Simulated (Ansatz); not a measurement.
# TiO2: the cost of one run

Program: Ansatz 0.2.0 through its Python package. Level of theory: DFT LDA, plane waves, norm-conserving potentials. These are calculated values, not measurements.

A COD entry behind a cell of this session may itself be a prediction, so a difference from it is no test against experiment.

### Step 1. The structure

Symmetry: P3_121, No. 152, trigonal system. Conventional cell: a = 5.291 Å, b = 5.291 Å, c = 6.133 Å, α = 90.00°, β = 90.00°, γ = 120.00°. Around Ti (site symmetry 2) lie 4 O at 1.73 to 1.88 Å. Around O (site symmetry 1) lie 2 Ti at 1.73 to 1.88 Å.

The script holds or builds the structure itself.

### Step 2. The script

Contents of tio2_bands.py:

```python
"""Bands of TiO2 along a path through the zone."""

from collections import Counter
import json

import ansatz as az
import matplotlib.pyplot as plt
import numpy as np


def main() -> None:
    lattice = az.Lattice.of(
        [5.291, 0.0, 0.0],
        [-2.6455, 4.58214041, 0.0],
        [0.0, 0.0, 6.133],
    )
    sites = [
        ("Ti", [0.453, 0.0, 1 / 3]),
        ("Ti", [0.0, 0.453, 2 / 3]),
        ("Ti", [0.547, 0.547, 0.0]),
        ("O", [0.408, 0.303, 0.215]),
        ("O", [0.697, 0.105, 0.54833333]),
        ("O", [0.895, 0.592, 0.88166667]),
        ("O", [0.303, 0.408, 0.785]),
        ("O", [0.105, 0.697, 0.45166667]),
        ("O", [0.592, 0.895, 0.11833333]),
    ]
    structure = az.Crystal(lattice=lattice)
    for symbol, position in sites:
        structure = structure.atom(symbol, position)

    # high-symmetry points in fractions of the reciprocal vectors
    path = [
        ("G", (0.0, 0.0, 0.0)),
        ("M", (0.5, 0.0, 0.0)),
        ("K", (0.33333, 0.33333, 0.0)),
        ("G", (0.0, 0.0, 0.0)),
        ("A", (0.0, 0.0, 0.5)),
        ("L", (0.5, 0.0, 0.5)),
    ]
    setup = (
        structure.calculation()
        .functional("lda")
        .pseudopotentials("nc")
        .accuracy("low")
        .kpoints(3, 3, 2, shift=0.5)
        .occupations("fixed")
        .mixing("anderson", beta=0.7)
        .scf(extra_bands=2)
        .band_structure([point for _, point in path], intervals=8)
        .scf(extra_bands=6)
        .stress()
    )
    done = setup.run(events_out="events.ndjson")
    report = done.report
    with open("events.ndjson") as stream:
        kinds = Counter(json.loads(line)["event"] for line in stream)
    print("events:", {kind: kinds[kind] for kind in ("scf_iter", "scf_done", "notice", "finished")})

    n_atoms = len(report["lattice"]["sites"])
    print("F =", round(report["free_energy_ev"], 4), "eV for", n_atoms, "atoms")
    print("E(sigma -> 0) =", round(report["energy_sigma0_ev"], 4), "eV, TS =", round(report["entropy_ts_ev"], 5), "eV")
    print("closed by", report["closed_by"], "after", report["n_iterations"], "iterations")

    # principal values and the von Mises stress of the deviator
    principal = np.linalg.eigvalsh(np.array(report["stress_gpa"]))
    mises = np.sqrt(0.5 * sum((principal[i] - principal[i - 1]) ** 2 for i in range(3)))
    print("principal stresses (GPa, compression positive):", np.round(principal, 3))
    print(f"mean {principal.mean():.3f} GPa, von Mises {mises:.3f} GPa, PV = {principal.mean() * report['setup']['cell_volume_ang3'] / 160.21766:.4f} eV")

    terms = report["components"]
    print({name: round(terms[name], 3) for name in ("e_kinetic", "e_hartree", "e_xc", "e_local", "e_nonlocal")})

    bands = done.band_structure()
    fermi = bands.fermi_energy_ev
    print(f"zero of the bands: {fermi:.3f} eV, the Fermi level found on the SCF mesh")
    reciprocal = 2 * np.pi * np.linalg.inv(done.lattice.cell_ang).T
    steps = np.linalg.norm(np.diff(bands.kpoints_frac @ reciprocal, axis=0), axis=1)
    distance = np.concatenate([[0], np.cumsum(steps)])
    fig, ax = plt.subplots(figsize=(5, 4))
    for channel, colour in zip(bands.channels, ("C0", "C3")):
        ax.plot(distance, channel.eigenvalues_ev - fermi, colour, lw=1)
    ax.set_xticks(distance[::8], [label for label, _ in path])
    ax.set(ylim=(-6, 6), ylabel="E - E_F (eV)", xlim=(0, distance[-1]))
    ax.grid(axis="x")
    fig.savefig("bands.png", dpi=100)
    first = bands.channels[0].eigenvalues_ev - fermi
    near = np.argsort(np.abs(first.mean(axis=0)))[:4]
    for band in sorted(near):
        print(f"band {band + 1}: {first[:, band].min():.3f} to {first[:, band].max():.3f} eV")


if __name__ == "__main__":
    main()
```

### Step 3. Running it

Command:

```bash
python tio2_bands.py
```

What time and memory should one allow on 1 thread of Arm Neoverse V2, shared host?

About 62 s, with a peak of 0.89 GiB.
